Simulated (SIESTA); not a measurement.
Crystal: WC (Qusongite).

```
W C
1.0
     2.90650    0.00000    0.00000
    -1.45325    2.51710    0.00000
     0.00000    0.00000    2.83660
W C
1 1
Direct
  0.00000 0.00000 0.00000
  0.66667 0.33333 0.50000
```

Base run:

| Property | Result |
| --- | --- |
| Program | SIESTA 5.4.2 |
| Functional | PBEsol |
| Potentials or basis | PseudoDojo 0.4 standard (PBEsol files) |
| Basis | DZP (energy shift 0.003 Ry; two zetas on semicore shells) |
| Grid cutoff | 800 Ry |
| Energy shift | 0.003 Ry |
| k mesh | 10 × 10 × 9 |
| Occupations | fermi-dirac, width 0.05 eV |
| Spin | no spin polarisation |

Its results: band gap on the k mesh none (metal or under the smearing width); pressure 2.7 GPa.

Question: The run is repeated on the same cell with these changes: functional from PBEsol to AM05. What comes out?

Answer: Band gap on the k mesh none (metal or under the smearing width); pressure 0.6 GPa.

Caveats: short orbitals over semicore shells can move pressures by several GPa; the basis of atomic orbitals isn't converged, which shifts pressures, moduli and gaps; the basis holds too few empty states to meet the f-sum rule, so the spectrum is short of weight at high energy (some runs); the potentials were made for another functional, which shifts forces and pressure (some runs).

Not every run made on this cell is shown here.
